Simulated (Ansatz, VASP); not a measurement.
**Two plane-wave programs on H4Os**

```
CELL_PARAMETERS angstrom
1.91454 -2.51055 0.00000
1.91454 2.51055 0.00000
0.00000 0.00000 3.04364
ATOMIC_POSITIONS crystal
H 0.64685 0.35315 0.00000
H 0.35315 0.64685 0.00000
H 0.76487 0.76487 0.50000
H 0.23513 0.23513 0.50000
Os 0.00000 0.00000 0.00000
```

Change from the starting cell: ordered vacancies on the cation sites of rutile (Cmmm, No. 65).

Alike in both runs: functional PBE; k mesh 6 × 6 × 6; occupations gaussian, width 0.1 eV; no spin polarisation.

Ansatz relaxed the structure, and its values are those at the end. VASP's run is a single point on that final structure, the one shown.

|  | VASP | Ansatz |
| --- | --- | --- |
| version | VASP 6.6.1 | Ansatz 0.2.0 |
| potentials or method | VASP PAW PBE potentials, release 64 (H, Os) | scalar-relativistic, plane waves, PAW |
| plane-wave cutoff (eV) | 520 | 420 |
| valence electrons in the cell | 12 | 20 |

```tsv
	VASP	Ansatz	Ansatz less VASP
gap on the k mesh at the Fermi level (eV)	none	none	-
pressure (GPa)	0.7	0.0	-0.68
rms of the force components (eV/Å)	0.014	0.004	-0.0097
```

A gap of «none» marks a metal or a gap that the smearing closes. The functional is the same, so the differences come from potentials, cutoffs and numerics. The two sets of potentials don't hold the same shells in valence.

The runs have no spin-orbit coupling, so splittings on Os are missing.
